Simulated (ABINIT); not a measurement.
# La2O3 (P-3m1) in ABINIT: further runs, part 2 of 2

ABINIT 10.8.3 (patched build). The steps go on from the part before.

## Step 3: Band structure, r2SCAN

Contents of run.abi:

```
# Datasets: ground state, then fixed potential
ndtset 2

# Pseudopotentials
pp_dirpath "./"
pseudos "La.GGA_PBE-JTH.xml, O.GGA_PBE-JTH.xml"

# Structure
acell 3*1.0 Angstrom
rprim
     3.9307778780     0.0000000000     0.0000000000
    -1.9653889390     3.4041534990     0.0000000000
     0.0000000000     0.0000000000     6.1119535200
ntypat 2
znucl 57 8
natom 5
typat 1 1 2 2 2
xred
     0.3333333333     0.6666666667     0.2462356800
     0.6666666667     0.3333333333     0.7537643200
     0.0000000000     0.0000000000     0.0000000000
     0.3333333333     0.6666666667     0.6458906500
     0.6666666667     0.3333333333     0.3541093500

# Plane-wave basis
ecut 28.0
pawecutdg 50.0

# Exchange and correlation
ixc -497498
usekden 1
pawxcdev 0

# Bands and occupations
occopt 3
tsmear 0.05 eV

# SCF cycle
nstep 100

# Output
iomode 3
prtwf 0
prteig 0
prtebands 0
enunit 1
prtden1 1
prtkden1 1

# Dataset 1
kptopt1 1
ngkpt1 7 7 4
nshiftk1 1
shiftk1 0.0 0.0 0.0
nband1 27
tolvrs1 1.0e-7

# Dataset 2: bands along G-M-K-G-A-L-H-A
iscf2 -2
getden2 1
getkden2 1
nband2 33
nbdbuf2 4
tolwfr2 1.0e-11
kptopt2 -7
ndivsm2 6
prteig2 1
kptbounds2
     0.0000000000     0.0000000000     0.0000000000
     0.5000000000     0.0000000000     0.0000000000
     0.3333333333     0.3333333333     0.0000000000
     0.0000000000     0.0000000000     0.0000000000
     0.0000000000     0.0000000000     0.5000000000
     0.5000000000     0.0000000000     0.5000000000
     0.3333333333     0.3333333333     0.5000000000
     0.0000000000     0.0000000000     0.5000000000
```

Potentials or basis: JTH PAW PBE v2.0.

On the command line:

```bash
abinit run.abi > log 2>&1
```

run.abo:

```text
.Version 10.8.3 of ABINIT
 DATASET    1 : space group P-3 m 1 (#164); Bravais hP (primitive hexag.)
================================================================================
 Values of the parameters that define the memory need for DATASET  1.
     intxc =       0    ionmov =       0      iscf =      17    lmnmax =      32
     lnmax =       8     mgfft =      60  mpssoang =       4    mqgrid =    3677
     natom =       5  nloc_mem =       2    nspden =       1   nspinor =       1
    nsppol =       1      nsym =      12    n1xccc =       1    ntypat =       2
    occopt =       3   xclevel =       2
       mpw =        3927          nfft =       77760          nkpt =          28
 PAW method is used; the additional fine FFT grid is defined by:
   mgfftf=        75    nfftf =    172800
================================================================================
================================================================================

 DATASET    2 : space group P-3 m 1 (#164); Bravais hP (primitive hexag.)
================================================================================
 Values of the parameters that define the memory need for DATASET  2.
     intxc =       0    ionmov =       0      iscf =      -2    lmnmax =      32
     lnmax =       8     mgfft =      60  mpssoang =       4    mqgrid =    3677
     natom =       5  nloc_mem =       2    nspden =       1   nspinor =       1
    nsppol =       1      nsym =      12    n1xccc =       1    ntypat =       2
    occopt =       3   xclevel =       2
       mpw =        3931          nfft =       77760          nkpt =          65
 PAW method is used; the additional fine FFT grid is defined by:
   mgfftf=        75    nfftf =    172800
================================================================================
================================================================================

--------------------------------------------------------------------------------
------------- Echo of variables that govern the present computation ------------
--------------------------------------------------------------------------------
 -outvars: echo values of preprocessed input variables --------
            acell      1.8897261259E+00  1.8897261259E+00  1.8897261259E+00 Bohr
              amu      1.38905500E+02  1.59994000E+01
             ecut      2.80000000E+01 Hartree
           enunit           1
           getden1          0
           getden2          1
          getkden1          0
          getkden2          1
             iscf1         17
             iscf2         -2
                       outvar_i_n : Printing only first  50 k-points.
              ixc     -497498
           jdtset        1    2
                       outvar_i_n : Printing only first  50 k-points.
           kptopt1          1
           kptopt2         -7
         kptrlatt        7    0    0      0    7    0      0    0    4
          kptrlen1     4.61996730E+01
          kptrlen2     3.00000000E+01
            natom           5
            nband1         27
            nband2         33
           nbdbuf1          0
           nbdbuf2          4
           ndtset           2
           ndivsm1          0
           ndivsm2          6
            ngfft          36      36      60
          ngfftdg          48      48      75
             nkpt1         28
             nkpt2         65
            nstep         100
             nsym          12
           ntypat           2
           occopt           3
[... 1115 lines left out ...]
cartesian_stress_tensor: null
pressure_GPa: null
xred      :
- [  3.3333E-01,   6.6667E-01,   2.4624E-01, La]
- [  6.6667E-01,   3.3333E-01,   7.5376E-01, La]
- [ -3.7007E-17,   3.7007E-17,   1.1102E-16,  O]
- [  3.3333E-01,   6.6667E-01,   6.4589E-01,  O]
- [  6.6667E-01,   3.3333E-01,   3.5411E-01,  O]
cartesian_forces: null
force_length_stats: {min: null, max: null, mean: null, }
...

 Integrated electronic density in atomic spheres:
 ------------------------------------------------
 Atom  Sphere_radius  Integrated_density
    1        2.51647          7.93568543
    2        2.51647          7.93568543
    3        1.41465          4.49161890
    4        1.41465          4.58787571
    5        1.41465          4.58787571

================================================================================

 ----iterations are completed or convergence reached----

 Mean square residual over all n,k,spin=   62.368E-13; max=  99.931E-13
 reduced coordinates (array xred) for    5 atoms
       0.333333333333      0.666666666667      0.246235680000
       0.666666666667      0.333333333333      0.753764320000
      -0.000000000000      0.000000000000      0.000000000000
       0.333333333333      0.666666666667      0.645890650000
       0.666666666667      0.333333333333      0.354109350000

 cartesian coordinates (angstrom) at end:
    1     -0.00000000000000     2.26943566600000     1.50498103112559
    2      1.96538893900000     1.13471783300000     4.60697248887441
    3     -0.00000000000000     0.00000000000000     0.00000000000000
    4     -0.00000000000000     2.26943566600000     3.94765363180259
    5      1.96538893900000     1.13471783300000     2.16429988819741
 length scales=  1.889726125908  1.889726125908  1.889726125908 bohr
              =  1.000000000000  1.000000000000  1.000000000000 angstroms
 Eigenvalues (   eV  ) for nkpt=  65  k points:
 kpt#   1, nband= 33, wtk=  1.00000, kpt=  0.0000  0.0000  0.0000 (reduced coord)
 -28.08371  -27.82417  -15.20121  -14.07114  -13.54765  -11.07939  -11.07939  -10.84529
 -10.84529  -10.76122  -10.12801    0.19673    0.19673    0.38746    0.38746    0.50351
   0.98549    2.25648    2.25648    2.51637    7.43704    7.75601    7.75601    8.41774
   8.69065    8.73122    8.73122    8.94306    8.99320    8.99320    9.00558    9.03163
   9.08020
 kpt#   2, nband= 33, wtk=  1.00000, kpt=  0.0455  0.0000  0.0000 (reduced coord)
 -28.07977  -27.82249  -15.20155  -14.10803  -13.57504  -11.08856  -11.05085  -10.84780
 -10.82455  -10.76581  -10.12654    0.22077    0.22357    0.33604    0.40103    0.51176
   1.06100    2.22618    2.25422    2.50662    7.46503    7.75903    7.77432    8.41561
   8.67623    8.72572    8.75132    8.95015    8.98997    8.99670    9.00458    9.02881
   9.05083
 kpt#   3, nband= 33, wtk=  1.00000, kpt=  0.0909  0.0000  0.0000 (reduced coord)
 -28.06819  -27.81762  -15.20441  -14.21172  -13.64745  -11.11465  -10.96904  -10.85565
 -10.78384  -10.77945  -10.11053    0.22967    0.28787    0.31094    0.44347    0.53680
   1.22593    2.13941    2.24909    2.48369    7.52295    7.76634    7.82721    8.42259
   8.66003    8.71020    8.78458    8.96889    8.98016    8.98221    8.99428    9.02137
[... 359 lines left out ...]
   8.72195    8.73949    8.74440    8.84594    8.89206    8.98573    9.01141    9.06944
   9.09467
 kpt#  64, nband= 33, wtk=  1.00000, kpt=  0.0278  0.0278  0.5000 (reduced coord)
 -27.97034  -27.93632  -15.04278  -14.12930  -13.79365  -11.00750  -10.96184  -10.95080
 -10.93217  -10.64644  -10.07049   -0.11796   -0.10377   -0.01248    0.66815    0.71680
   1.56941    1.91152    2.34704    2.38111    7.79341    7.94291    8.04782    8.19795
   8.73859    8.74267    8.81093    8.85812    8.88836    9.00825    9.01564    9.01929
   9.10090
 kpt#  65, nband= 33, wtk=  1.00000, kpt=  0.0000  0.0000  0.5000 (reduced coord)
 -27.97367  -27.93941  -15.02746  -14.08168  -13.80046  -11.00124  -11.00124  -10.92523
 -10.92523  -10.63897  -10.10029   -0.14093   -0.14093   -0.01654    0.68842    0.68842
   1.62995    1.86843    2.35963    2.35963    7.90366    7.93162    7.93162    8.19686
   8.74198    8.74198    8.86153    8.86153    8.89035    8.98009    9.01676    9.02045
   9.10143

== END DATASET(S) ==============================================================
================================================================================

 -outvars: echo values of variables after computation  --------
            acell      1.8897261259E+00  1.8897261259E+00  1.8897261259E+00 Bohr
           etotal1    -5.9845899150E+01
            fcart1    -1.0149854026E-27 -9.8783210366E-28 -2.2360037258E-03
                       7.2498957326E-28  1.6742917011E-29  2.2360037258E-03
                       1.4499791465E-28  3.5160125723E-28 -1.7414997396E-19
                       0.0000000000E+00  1.0045750207E-28 -2.2542808132E-05
                       1.4499791465E-28  5.1903042735E-28  2.2542808132E-05
            rprim      3.9307778780E+00  0.0000000000E+00  0.0000000000E+00
                      -1.9653889390E+00  3.4041534990E+00  0.0000000000E+00
                       0.0000000000E+00  0.0000000000E+00  6.1119535200E+00
           strten1    -4.7334429950E-05 -4.7334430147E-05 -3.7229423416E-05
                       0.0000000000E+00  0.0000000000E+00  0.0000000000E+00
           xangst     -3.8606985415E-16  2.2694356660E+00  1.5049810311E+00
                       1.9653889390E+00  1.1347178330E+00  4.6069724889E+00
                      -2.1820200524E-16  1.2597898646E-16  6.7856315233E-16
                      -3.8606985415E-16  2.2694356660E+00  3.9476536318E+00
                       1.9653889390E+00  1.1347178330E+00  2.1642998882E+00
             xred      3.3333333333E-01  6.6666666667E-01  2.4623568000E-01
                       6.6666666667E-01  3.3333333333E-01  7.5376432000E-01
                      -3.7007434154E-17  3.7007434154E-17  1.1102230246E-16
                       3.3333333333E-01  6.6666666667E-01  6.4589065000E-01
                       6.6666666667E-01  3.3333333333E-01  3.5410935000E-01
 Calculation completed.
```

It took 19 min on 1 thread of Intel Xeon 6975P-C (Granite Rapids), shared host; peak memory 0.31 GiB.

Results:

```yaml
Free_energy: -1628.4899 eV
Pressure: 1.3 GPa
Largest_force: 0.115 eV/Å
Band_gap_on_the_k_mesh: 4.30 eV, indirect (least direct gap 4.48 eV)
Band_gap_along_the_path: 4.21 eV, indirect (least direct gap 4.33 eV)
Valence_electrons_inside_the_program's_atomic_spheres: La 7.94; O 4.49, 4.59
```

Forces on the atoms (eV/Å):
```
La   0.000  0.000 -0.115
La   0.000  0.000  0.115
O    0.000  0.000  0.000
O    0.000  0.000 -0.001
O    0.000  0.000  0.001
```

Levels at the corners of the path, in eV from the valence-band top:
```csv
point,band 17,band 18,band 19,band 20,band 21,band 22,band 23,band 24
Γ,-1.66,-0.39,-0.39,-0.13,4.79,5.11,5.11,5.77
M,-0.74,-0.69,-0.42,-0.31,4.28,5.29,5.80,5.87
K,-0.83,-0.83,-0.82,-0.12,4.21,5.32,5.32,5.67
Γ,-1.66,-0.39,-0.39,-0.13,4.79,5.11,5.11,5.77
A,-1.02,-0.78,-0.29,-0.29,5.26,5.28,5.28,5.55
L,-0.97,-0.72,-0.38,0.00,4.93,5.09,5.76,5.87
H,-0.57,-0.28,-0.28,-0.25,4.66,5.36,5.56,5.56
A,-1.02,-0.78,-0.29,-0.29,5.26,5.28,5.28,5.55
```

Caveat: the PAW data sets were made with another functional, which shifts forces and pressure a little; spin-orbit coupling is left out, which moves the levels of the heavy elements; the mesh misses the band edges, which the band path finds closer together.
